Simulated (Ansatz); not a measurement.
Runs of Ansatz 0.2.0 on Sn. The structure is cubic, space group Im-3m (No. 229). Conventional cell: a = 3.789 Å, b = 3.789 Å, c = 3.789 Å, α = 90.00°, β = 90.00°, γ = 90.00°. Around Sn (site symmetry m-3m) lie 8 Sn at 3.28 Å. This isn't the form of Sn at room conditions, which is tetragonal (white tin).

```csv
task,level,spin,cell,k mesh,cutoff (eV),points for each segment of the path,gap on the mesh (eV),pressure (GPa),relaxed volume (Å³/atom)
relaxation of cell and atoms,PBEsol+D4,off,relaxed,10 × 10 × 10,420,-,none,0.0,25.26
band structure,r2SCAN,"SOC, no magnetisation",as given,7 × 7 × 7,500,14,none,(a),-
relaxation of cell and atoms,RPBE+D4,off,relaxed,10 × 10 × 10,420,-,none,0.0,(b)
relaxation of cell and atoms,RPBE+D3(BJ),off,relaxed,10 × 10 × 10,420,-,none,0.0,20.58
relaxation of cell and atoms,PBEsol+D3(BJ),off,relaxed,10 × 10 × 10,420,-,none,0.0,24.76
```

Alike in all rows: potentials or basis Ansatz PAW; smearing fermi-dirac 0.05 eV.

Estimate the missing entries.

(a) -0.1; (b) 26.03.

Caveats: the PAW data sets come from PBE, with cores solved anew for the run's functional, which leaves a small shift of forces and pressure; the plane-wave basis is chosen anew once the cell has moved, so the energies of steps on either side of that aren't comparable (some runs); pairwise dispersion overbinds metals, which lowers pressure and volume (some runs); the volume moved by over 15 % at a fixed basis, so the end points are rough (some runs).

A k mesh can miss the band edges, and rows without SOC leave out spin-orbit coupling on Sn.

A gap of «none» marks a metal or a gap under the smearing width.

Runs at the PBE level aren't shown here.
